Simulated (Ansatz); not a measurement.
## MnS: energy against the spiral's wave vector, calculated with Ansatz

Space group F-43m (No. 216), 2 atoms in the cell of the first input below: a = 3.960 Å, b = 3.960 Å, c = 3.960 Å, α = 60.00°, β = 60.00°, γ = 60.00°.

The structure is a measured one, not always of the ambient phase, taken without relaxation (pressure -5.7 GPa with this functional, without spin–orbit coupling). Functional: LDA.

Each state is solved self-consistently from atoms in the crystal's own cell, by the generalised Bloch theorem and without spin–orbit coupling. One of the inputs (q = (-0.500, -0.500, 0.000)); the others differ in the wave vector alone:

```yaml
crystal:
  lattice:
    - [0.0, 2.8, 2.8]
    - [2.8, 0.0, 2.8]
    - [2.8, 2.8, 0.0]
  atoms:
    - { symbol: Mn, position: [0.0, 0.0, 0.0], spin: 4.45, spin_axis: [1.0, 0.0, 0.0] }
    - { symbol: S, position: [0.75, 0.75, 0.75] }
basis:
  ecutwfc: 420
  ecutrho_ratio: 4
kpoints:
  mp_grid: { grid: [10, 10, 10] }
hamiltonian:
  xc: lda
scf:
  occupations: { method: gaussian, width: 0.05 }
output:
  forces: true
  stress: false
  eigenvalues: true
  populations: true
magnetization:
  noncollinear: true
  spin_orbit: false
  spin_spiral: { q: [-0.5, -0.5, 0.0] }
```

```bash
ansatz run input.yaml --threads 4 --pin off --max-ram 9216MiB --backend cpu --events-out ev --progress --plain --runs-dir out
```

Time: 27 s on 4 threads of Intel(R) Xeon(R) Platinum 8259CL CPU @ 2.50GHz (Skylake/Cascade Lake) (shared host), peak memory 0.78 GiB.

Problem. Rank these by energy, lowest first (extrapolated to zero smearing, counted from the spiral at q = 0, meV per cell).
A. q = (0.000, 0.000, 0.000)
B. q = (-0.375, -0.375, 0.250)
C. q = (-0.188, -0.188, 0.125)
D. q = (-0.375, -0.375, 0.000)
E. q = (-0.188, 0.000, 0.188)
F. q = (-0.125, -0.125, 0.000)
G. q = (-0.500, -0.500, 0.000)
H. q = (-0.250, -0.250, 0.000)

Solution. G (-317.97), B (-316.83), D (-276.74), C (-180.49), E (-176.44), H (-168.08), F (-46.51), A (0.00).

```csv
order,meV per cell,"largest spin moment, Gaussian weights (μB)"
"q = (0.000, 0.000, 0.000)",0.00,3.96
"q = (-0.500, -0.500, 0.000)",-317.97,3.77
"q = (-0.375, -0.375, 0.250)",-316.83,3.77
"q = (-0.250, -0.250, 0.000)",-168.08,3.89
"q = (-0.188, -0.188, 0.125)",-180.49,3.88
"q = (-0.188, 0.000, 0.188)",-176.44,3.88
"q = (-0.125, -0.125, 0.000)",-46.51,3.96
"q = (-0.375, -0.375, 0.000)",-276.74,3.81
```

The spin moment changes by 5 % over these states. Differences under a few meV may lie within the mesh error, so those places of the ranking aren't settled.

Caveats: each run may end in a state that is not the lowest; only the orders listed are compared, and the order found in nature may be another, or none; the ferromagnetic state is metallic at this level, and the k-mesh was not tested; without a Hubbard U the functional can make an insulator metallic, should this be one.

Along the line from the uniform state to q = (-0.500, -0.500, 0.000), the energy falls at every step, reaching -317.97 meV per cell at the type-I antiferromagnetic order. The off-line spirals fit the same picture: all the energies roughly follow the form expected for dominant antiferromagnetic coupling between nearest neighbours on the fcc Mn lattice. The likely origin is superexchange through S 3p states. With the Mn d shell half filled, virtual hopping is blocked between parallel spins but allowed between antiparallel ones. The slightly smaller moments in the lowest states are consistent with this extra d-p mixing. The size of the coupling is probably exaggerated, since LDA places the empty minority d states too low.

The near-degeneracy of the two lowest spirals reflects geometric frustration, as an fcc lattice cannot make all nearest neighbours antiparallel. Zinc-blende MnS is known for type-III order, which nearest-neighbour exchange alone leaves degenerate with type I; its wave vector is not among those computed, so the weaker, more distant couplings that select between them remain untested.
